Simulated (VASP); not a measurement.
# W (Im-3m) in VASP: notebook, part 2 of 2

VASP 6.6.1. Earlier steps stand in the parts before.

### Step 4. Relaxation of cell and atoms, RPBE

The input, INCAR:

```
  PREC = Accurate
  ENCUT = 600
  EDIFF = 1E-6
  ISMEAR = -1
  SIGMA = 0.05
  LREAL = F
  LASPH = T
  NELM = 80
  ALGO = Normal
  ISIF = 3
  LWAVE = F
  LCHARG = F
  GGA = RP
  IBRION = 2
  NSW = 40
  EDIFFG = -0.005
```

The input, KPOINTS:

```
regular mesh
0
Gamma
  12 12 12
```

The input, POSCAR:

```
W
1.0
   -1.5823450000      1.5823450000      1.5823450000
    1.5823450000     -1.5823450000      1.5823450000
    1.5823450000      1.5823450000     -1.5823450000
W
1
Direct
    0.0000000000      0.0000000000      0.0000000000
```

Launch:

```
cat potpaw_PBE.64/W_sv/POTCAR > POTCAR
mpirun -np 1 vasp_std > vasp.out
```

Run time: 19 s. Hardware: 1 thread of Intel Xeon Platinum 8488C (Sapphire Rapids), shared host; peak memory 0.15 GiB.

The run converged. Its results:

| Quantity | Value |
| --- | --- |
| Free energy | -12.4070 eV |
| Relaxed volume | 16.38 Å³/atom |
| Relaxed cell | a = 2.771 Å, b = 2.771 Å, c = 2.771 Å, α = 109.47°, β = 109.47°, γ = 109.47° |
| Space group after relaxing (to 0.05 Å) | Im-3m (No. 229) |
| Energy gained by relaxing | 16.6 meV/atom |
| Ionic steps | 4 |
| Pressure after relaxing | 0.0 GPa |
| Band gap on the k mesh | none (metal or under the smearing width) |

Step by step:
```csv
step,energy change (eV),largest force (eV/Å),pressure (GPa),volume (Å³)
1,0.0000,0.0000,10.33,15.85
2,0.1566,0.0000,-26.04,18.31
3,-0.0165,0.0000,-0.42,16.40
4,-0.0166,0.0000,-0.03,16.38
```

Final structure:
```
W
1.0
    -1.59981    1.59981    1.59981
     1.59981   -1.59981    1.59981
     1.59981    1.59981   -1.59981
W
1
Direct
  0.00000 0.00000 0.00000
```

Levels at points of the mesh, in eV from the Fermi level:
```csv
k point,band 4,band 5,band 6,band 7,band 8,band 9,band 10,band 11
"(0.00, 0.00, 0.00)",-37.76,-9.34,-1.06,-1.06,-1.06,2.31,2.31,14.52
"(0.50, 0.00, 0.00)",-37.76,-5.95,-3.30,0.65,2.19,3.13,5.97,10.69
"(0.50, 0.50, 0.50)",-38.57,-5.46,-5.46,5.04,5.04,5.04,8.08,8.08
```

Caveat: the PAW data sets were made with another functional, which shifts forces and pressure a little.

### Step 5. Relaxation of cell and atoms, revPBE

INCAR: that of step 4 with these lines changed.

```diff
@@ -12,3 +12,3 @@
   LCHARG = F
-  GGA = RP
+  GGA = RE
   IBRION = 2
```

KPOINTS is that of step 4.

POSCAR is that of step 4.

Potentials or basis: VASP PAW PBE potentials, release 64 (W_sv).

Launch:

```
cat potpaw_PBE.64/W_sv/POTCAR > POTCAR
mpirun -np 1 vasp_std > vasp.out
```

OUTCAR:

```text
PREC = Accurate
   ENCUT = 600
   EDIFF = 1E-6
   ISMEAR = -1
   LREAL = F
   LASPH = T
   NELM = 80
   ISIF = 3
   GGA = RE
   IBRION = 2
   NSW = 40
   EDIFFG = -0.005

 ion  position               nearest neighbor table
   1  0.000  0.000  0.000-

  LATTYP: Found a body centered cubic cell.
 ALAT       =     3.1646900000

  Lattice vectors:

 A1 = (  -1.5823450000,   1.5823450000,   1.5823450000)
 A2 = (   1.5823450000,  -1.5823450000,   1.5823450000)
 A3 = (   1.5823450000,   1.5823450000,  -1.5823450000)

Analysis of symmetry for initial positions (statically):
=====================================================================
 Subroutine PRICEL returns:
 Original cell was already a primitive cell.

 Routine SETGRP: Setting up the symmetry group for a
 body centered cubic supercell.

 Subroutine GETGRP returns: Found 48 space group operations
 (whereof 48 operations were pure point group operations)
 out of a pool of 48 trial point group operations.

The static configuration has the point symmetry O_h .

Analysis of symmetry for dynamics (positions and initial velocities):
=====================================================================
 Subroutine PRICEL returns:
 Original cell was already a primitive cell.

 Routine SETGRP: Setting up the symmetry group for a
 body centered cubic supercell.

 Subroutine GETGRP returns: Found 48 space group operations
 (whereof 48 operations were pure point group operations)
 out of a pool of 48 trial point group operations.

The dynamic configuration has the point symmetry O_h .

 Subroutine INISYM returns: Found 48 space group operations
 (whereof 48 operations are pure point group operations),
 and found     1 'primitive' translations

----------------------------------------------------------------------------------------

                                     Primitive cell

  volume of cell :      15.8476

  direct lattice vectors                    reciprocal lattice vectors
    -1.582345000  1.582345000  1.582345000     0.000000000  0.315986716  0.315986716
     1.582345000 -1.582345000  1.582345000     0.315986716  0.000000000  0.315986716
     1.582345000  1.582345000 -1.582345000     0.315986716  0.315986716  0.000000000

  length of vectors
     2.740701935  2.740701935  2.740701935     0.446872699  0.446872699  0.446872699

  position of ions in fractional coordinates (direct lattice)
     0.000000000  0.000000000  0.000000000

  ion indices of the primitive-cell ions
   primitive index   ion index
                 1           1

----------------------------------------------------------------------------------------

 KPOINTS: regular mesh

Automatic generation of k-mesh.
 Grid dimensions read from file:
 generate k-points for:   12   12   12

 Generating k-lattice:

  Cartesian coordinates                     Fractional coordinates (reciprocal lattice)
     0.000000000  0.026332226  0.026332226     0.083333333  0.000000000  0.000000000
     0.026332226  0.000000000  0.026332226     0.000000000  0.083333333  0.000000000
     0.026332226  0.026332226  0.000000000     0.000000000  0.000000000  0.083333333

  Length of vectors
     0.037239392  0.037239392  0.037239392

  Shift w.r.t. Gamma in fractional coordinates (k-lattice)
     0.000000000  0.000000000  0.000000000
[... 36 lines left out ...]
   dimension x,y,z NGX =    24 NGY =   24 NGZ =   24
   dimension x,y,z NGXF=    48 NGYF=   48 NGZF=   48
   ions per type =               1
   NGX,Y,Z   is equivalent  to a cutoff of  14.56, 14.56, 14.56 a.u.
   NGXF,Y,Z  is equivalent  to a cutoff of  29.12, 29.12, 29.12 a.u.
 SYSTEM =  unknown system
   PREC   = accura    normal or accurate (medium, high low for compatibility)
   ISTART =      0    job   : 0-new  1-cont  2-samecut
   ICHARG =      2    charge: 1-file 2-atom 10-const
   ISPIN  =      1    spin polarized calculation?
   LNONCOLLINEAR =      F non collinear calculations
   LSORBIT =      F    spin-orbit coupling
   LASPH  =      T    aspherical Exc in radial PAW
   ENCUT  =  600.0 eV  44.10 Ry    6.64 a.u.   5.47  5.47  5.47*2*pi/ulx,y,z
   NELM   =     80;   NELMIN=  2; NELMDL= -5     # of ELM steps
   EDIFF  = 0.1E-05   stopping-criterion for ELM
   LREAL  =      F    real-space projection
   EDIFFG = -.5E-02   stopping-criterion for IOM
   NSW    =     40    number of steps for IOM
   IBRION =      2    ionic relax: 0-MD 1-quasi-New 2-CG
   NFREE  =      1    steps in history (QN), initial steepest desc. (CG)
   ISIF   =      3    stress and relaxation
   ISYM   =      2    0-nonsym 1-usesym 2-fastsym
   POTIM  = 0.5000    time-step for ionic-motion
   TEBEG  =    0.0;   TEEND  =   0.0 temperature during run
   PSTRESS=    0.0 pullay stress
   NELECT =      14.0000    total number of electrons
   NUPDOWN=      -1.0000    fix difference up-down
   EMIN   =  10.00;   EMAX   =-10.00  energy-range for DOS
   EFERMI =   0.00;   METHOD = LEGACY
   ISMEAR =    -1;   SIGMA  =   0.05  broadening in eV -4-tet -1-fermi 0-gaus
   EFERMI_NEDOS =   21; number of points for ismear=-14 and -15
   IALGO  =     38    algorithm
   IMIX   =      4    mixing-type and parameters
     AMIX     =   0.40;   BMIX     =  1.00
     AMIX_MAG =   1.60;   BMIX_MAG =  1.00
  volume/ion in A,a.u.               =      15.85       106.94
  Fermi-wavevector in a.u.,A,eV,Ry     =   1.570832  2.968442 33.572544  2.467512
  Thomas-Fermi vector in A             =   2.672506
   LORBIT       =      0    0 simple, 1 ext, 2 COOP (PROOUT), +10 PAW based schemes
   GGA     = RE    functional components
   LHFCALC =     F    Hartree Fock is set to
   AEXX    =    0.0000 exact exchange contribution
   IVDW    =     0    specifies the selected vdW correction
   LEPSILON=     F    determine dielectric tensor
   LRPA    =     F    only Hartree local field effects (RPA)
 conjugate gradient relaxation of ions
 non-spin polarized calculation
  energy-cutoff  :      600.00
  volume of cell :       15.85
 maximum number of plane-waves:       543
 NGX is ok and might be reduce to    24
   NGX = 11   NGY = 11   NGZ = 11

--------------------------------------- Ionic step        1  -------------------------------------------

 number of electron      14.0000002 magnetization

 Free energy of the ion-electron system (eV)
  ---------------------------------------------------
  ext. energy  EPLUGINS =         0.00000000
  ---------------------------------------------------
  free energy    TOTEN  =       -12.50379162 eV

  energy without entropy =      -12.49914501  energy(sigma->0) =      -12.50146832

------------------------ aborting loop because EDIFF is reached ----------------------------------------

  FORCE on cell =-STRESS in cart. coord.  units (eV):
  Direction    XX          YY          ZZ          XY          YZ          ZX
  --------------------------------------------------------------------------------------
  -------------------------------------------------------------------------------------
  Total        0.9139440      0.9139440      0.9139440     -0.0000000     -0.0000000      0.0000000
  in kB       92.3988654     92.3988654     92.3988654     -0.0000000     -0.0000000      0.0000000
  external PRESSURE =      92.3988654 kB  Pullay stress =       0.0000000 kB
[... 22 lines left out ...]
--------------------------------------- Ionic step        2  -------------------------------------------

 number of electron      14.0000003 magnetization

 E-fermi :   9.6143     XC(G=0): -12.8838

 val. band max:        9.5348335777   @ k =   0.0833   0.0833   0.0000
 cond. band min:       9.6429359101   @ k =  -0.2500   0.3333   0.1667
 fundamental gap:      0.1081023324
 Fermi energy:         9.6142770602

 k-point     1 :       0.0000    0.0000    0.0000
  band No.  band energies     occupation
      1     -64.6817      2.00000
      2     -28.3920      2.00000
      3     -28.3920      2.00000
      4     -28.3920      2.00000
      5       0.8182      2.00000
      6       8.6874      2.00000
      7       8.6874      2.00000
      8       8.6874      2.00000
      9      11.6920      0.00000
     10      11.6920      0.00000
     11      23.9080      0.00000
[... 391 lines left out ...]
--------------------------------------- Ionic step        4  -------------------------------------------

 number of electron      14.0000002 magnetization

 Free energy of the ion-electron system (eV)
  ---------------------------------------------------
  ext. energy  EPLUGINS =         0.00000000
  ---------------------------------------------------
  free energy    TOTEN  =       -12.51706350 eV

  energy without entropy =      -12.51303192  energy(sigma->0) =      -12.51504771

 E-fermi :  10.9768     XC(G=0): -13.4393

 val. band max:       10.9736073028   @ k =  -0.2500   0.3333   0.1667
 cond. band min:      11.0183786516   @ k =  -0.1667   0.1667   0.0833
 fundamental gap:      0.0447713488
 Fermi energy:        10.9768262032

 k-point     1 :       0.0000    0.0000    0.0000
  band No.  band energies     occupation
      1     -63.1675      2.00000
      2     -26.7672      2.00000
      3     -26.7672      2.00000
      4     -26.7672      2.00000
      5       1.6121      2.00000
      6       9.9056      2.00000
      7       9.9056      2.00000
      8       9.9056      2.00000
      9      13.2901      0.00000
     10      13.2901      0.00000
     11      25.5149      0.00000
[... 350 lines left out ...]
  FREE ENERGIE OF THE ION-ELECTRON SYSTEM (eV)
  ---------------------------------------------------
  free  energy   TOTEN  =       -12.5170634975 eV

  energy  without entropy=      -12.5130319169  energy(sigma->0) =      -12.51504771

 reached required accuracy - stopping structural energy minimisation
```

Run time: 20 s. Hardware: 1 thread of Intel Xeon Platinum 8488C (Sapphire Rapids), shared host; peak memory 0.15 GiB.

Results:

- Free energy: -12.5171 eV
- Relaxed volume: 16.32 Å³/atom
- Relaxed cell: a = 2.768 Å, b = 2.768 Å, c = 2.768 Å, α = 109.47°, β = 109.47°, γ = 109.47°
- Space group after relaxing (to 0.05 Å): Im-3m (No. 229)
- Energy gained by relaxing: 13.3 meV/atom
- Ionic steps: 4
- Pressure after relaxing: 0.0 GPa
- Band gap on the k mesh: none (metal or under the smearing width)

The path:
```csv
step,energy change (eV),largest force (eV/Å),pressure (GPa),volume (Å³)
1,0.0000,0.0000,9.24,15.85
2,0.1283,0.0000,-24.18,18.04
3,-0.0132,0.0000,-0.34,16.34
4,-0.0133,0.0000,-0.02,16.32
```

Final structure:
```yaml
crystal:
  lattice:
    - [-1.59794, 1.59794, 1.59794]
    - [1.59794, -1.59794, 1.59794]
    - [1.59794, 1.59794, -1.59794]
  atoms:
    - { symbol: W, position: [0.00000, 0.00000, 0.00000] }
```

Caveat: the PAW data sets were made with another functional, which shifts forces and pressure a little.

### Step 6. Relaxation of cell and atoms, BLYP

INCAR: that of step 5 with these lines changed.

```diff
@@ -12,3 +12,7 @@
   LCHARG = F
-  GGA = RE
+  GGA = B5
+  ALDAX = 1.0
+  AGGAX = 1.0
+  AGGAC = 1.0
+  ALDAC = 0.0
   IBRION = 2
```

KPOINTS is that of step 5.

POSCAR is that of step 5.

Potentials or basis: VASP PAW PBE potentials, release 64 (W_sv).

Launch:

```
cat potpaw_PBE.64/W_sv/POTCAR > POTCAR
mpirun -np 1 vasp_std > vasp.out
```

It took 73 s on 1 thread of Intel Xeon Platinum 8488C (Sapphire Rapids), shared host; peak memory 0.16 GiB.

It converged, with:

```yaml
Free_energy: -11.2842 eV
Relaxed_volume: 16.77 Å³/atom
Relaxed_cell: a = 2.793 Å, b = 2.793 Å, c = 2.793 Å, α = 109.47°, β = 109.47°, γ = 109.47°
Space_group_after_relaxing_to_0.05_Å: Im-3m (No. 229)
Energy_gained_by_relaxing: 47.9 meV/atom
Ionic_steps: 16
Pressure_after_relaxing: 0.0 GPa
Band_gap_on_the_k_mesh: none (metal or under the smearing width)
```

Step by step:
| step | energy change (eV) | largest force (eV/Å) | pressure (GPa) | volume (Å³) |
| --- | --- | --- | --- | --- |
| 1 | 0.0000 | 0.0000 | 17.42 | 15.85 |
| 2 | 0.3657 | 0.0000 | -33.47 | 20.14 |
| 3 | -0.0476 | 0.0000 | -1.20 | 16.85 |
| 4 | -0.0479 | 0.0000 | -0.11 | 16.78 |
| 5 | -0.0479 | 0.0000 | 0.21 | 16.76 |
| 6 | -0.0479 | 0.0000 | 0.25 | 16.76 |
| 7 | -0.0479 | 0.0000 | 0.20 | 16.76 |
| 8 | -0.0479 | 0.0000 | 0.18 | 16.76 |
| 9 | -0.0479 | 0.0000 | 0.18 | 16.76 |
| 10 | -0.0479 | 0.0000 | 0.18 | 16.76 |
| 11 | -0.0479 | 0.0000 | 0.19 | 16.76 |
| 12 | -0.0479 | 0.0000 | 0.19 | 16.76 |
| 13 | -0.0479 | 0.0000 | 0.20 | 16.76 |
| 14 | -0.0479 | 0.0000 | 0.22 | 16.76 |
| 15 | -0.0479 | 0.0000 | 0.13 | 16.77 |
| 16 | -0.0479 | 0.0000 | 0.03 | 16.77 |

Final structure:
```yaml
crystal:
  lattice:
    - [-1.61255, 1.61255, 1.61255]
    - [1.61255, -1.61255, 1.61255]
    - [1.61255, 1.61255, -1.61255]
  atoms:
    - { symbol: W, position: [0.00000, 0.00000, 0.00000] }
```

Levels at points of the mesh, in eV from the Fermi level:
| k point | band 5 | band 6 | band 7 | band 8 | band 9 | band 10 |
| --- | --- | --- | --- | --- | --- | --- |
| (0.00, 0.00, 0.00) | -9.06 | -1.16 | -1.16 | -1.16 | 2.14 | 2.14 |
| (0.50, 0.00, 0.00) | -5.79 | -3.29 | 0.86 | 1.98 | 2.87 | 5.62 |
| (0.50, 0.50, 0.50) | -5.28 | -5.28 | 4.73 | 4.73 | 4.73 | 8.08 |

Caveat: the PAW data sets were made with another functional, which shifts forces and pressure a little. BLYP gives volumes clearly too large for solids.

### Step 7. Summary

| level | gap on the mesh (eV) | pressure (GPa) | relaxed volume (Å³/atom) |
| --- | --- | --- | --- |
| PBE | none | 0.0 | 16.18 |
| PBEsol | none | 0.0 | 15.73 |
| RPBE | none | 0.0 | 16.38 |
| revPBE | none | 0.0 | 16.32 |
| BLYP | none | 0.0 | 16.77 |

Alike in all rows: task relaxation of cell and atoms; potentials or basis VASP PAW PBE potentials, release 64 (W_sv); no spin polarisation; cell relaxed; k mesh 12 × 12 × 12; cutoff (eV) 600; smearing fermi-dirac 0.05 eV.

Caveats: the PAW data sets were made with another functional, which shifts forces and pressure a little (some runs).

Absolute energies hang on the potentials; compare differences alone.
